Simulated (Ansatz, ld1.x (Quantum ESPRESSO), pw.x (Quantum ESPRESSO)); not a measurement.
**From atom to crystal: TM potential for phosphorus (P)**

```
Element                 : phosphorus (P)
Generator               : ld1.x (Quantum ESPRESSO) 7.5
Type                    : norm-conserving Troullier–Martins (Kleinman–Bylander form)
Functional              : PBE
Relativity              : scalar-relativistic
Frozen core             : [Ne]
Valence charge          : 5
Reference configuration : 3s2 3p3
Partial waves           : 3s (bound): rc 1.65 bohr; 3p (bound): rc 1.20 bohr; 3d channel at -0.15 Ry: rc 1.45 bohr
Local potential         : the d channel
Core correction         : none
```

Atomic tests: cutoffs needed: 70 Ry and 90 Ry (the cutoffs (Ry, on a coarse ladder) from which the occupation-weighted sum of valence levels, in a spherical-Bessel basis at the reference potential, stays within 10 and 1 mRy of its value at 400 Ry); ghost test: no extra level below or beside the all-electron valence levels (s, p, d, f tested) (spherical-Bessel basis up to 400 Ry, 20 bohr box); largest excitation error: +300 meV (all-electron minus pseudo) for 3s1 3p0, out of 7 test configurations.

Crystal test: bcc P in pw.x 7.5, no spin, 15³ k-points, Fermi–Dirac smearing 0.01 Ry, cutoffs 110/440 Ry. The reference is all-electron LAPW (Ansatz 0.2.0) with the same functional, mesh and smearing; V0 and B0 come from Birch–Murnaghan fits to the pressures at five volumes. Errors are pseudo minus all-electron; Δ is the rms difference of the E(V) curves that follow from these fits, minima aligned, over ±6 % about the mean V0. Mesh and smearing are coarse, so the numbers serve the comparison and aren't converged zero-temperature values; the lattice is a test structure that the element need not adopt.

All-electron: a0 = 3.052 Å (V0 = 14.22 Å³/atom), B0 = 95.6 GPa.

Q: How far does the potential miss the all-electron equation of state?

A: mean pressure error (GPa): -0.87; a0 (Å): 3.043; a0 error (%): -0.31; B0 error (%): +1.9; Δ (meV/atom): 2.7.

| V (Å³/atom) | P all-electron (GPa) | P pseudo (GPa) |
| --- | --- | --- |
| 13.593 | 4.70 | 3.75 |
| 13.950 | 1.90 | 0.99 |
| 14.308 | -0.58 | -1.45 |
| 14.666 | -2.78 | -3.61 |
| 15.023 | -4.74 | -5.54 |

Q: At the middle volume, how do free energy and pressure move when the wave cutoff is lowered (ecutrho kept at four times it)?

A:

```
cutoff (Ry)  shift of F (meV/atom)  shift of P (GPa)
         50                 +660.8            -15.56
         66                 +142.9             -8.16
         88                   +3.2             -0.22
```

The run at the middle volume (120 k-points, 7 iterations) took about 22 s on one core of a shared host (Neoverse-V2, 96 threads, 742 GiB, load 32).
